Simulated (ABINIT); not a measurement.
MgO:

```
Mg O
1.0
     0.00000    2.09700    2.09700
     2.09700    0.00000    2.09700
     2.09700    2.09700    0.00000
Mg O
1 1
Direct
  0.00000 0.00000 0.00000
  0.50000 0.50000 0.50000
```

The cell is a database's computed one.

Base run:

| Property | Result |
| --- | --- |
| Program | ABINIT 10.8.3 (patched build) |
| Functional | RPBE |
| Potentials or basis | JTH PAW PBE v2.0 |
| Cutoff | 626 eV |
| k mesh | 11 × 11 × 11 |
| Occupations | fermi-dirac, width 0.05 eV |
| Spin | no spin polarisation |

Its results: band gap on the k mesh 4.97 eV, direct; pressure 11.5 GPa.

Q: After a change of settings the same cell gave: band gap on the k mesh 4.67 eV, direct; pressure 2.0 GPa. Which change was it?
A. functional from RPBE to SOGGA
B. functional from RPBE to HCTH407
C. functional from RPBE to AM05
D. functional from RPBE to PBE; k mesh from 11 × 11 × 11 to 7 × 7 × 7

A: A.

SOGGA binds more tightly than RPBE, so the same cell stands under less pressure.

Caveats: the PAW data sets were made with another functional, which shifts forces and pressure a little.

Not every run made on this cell is shown here.
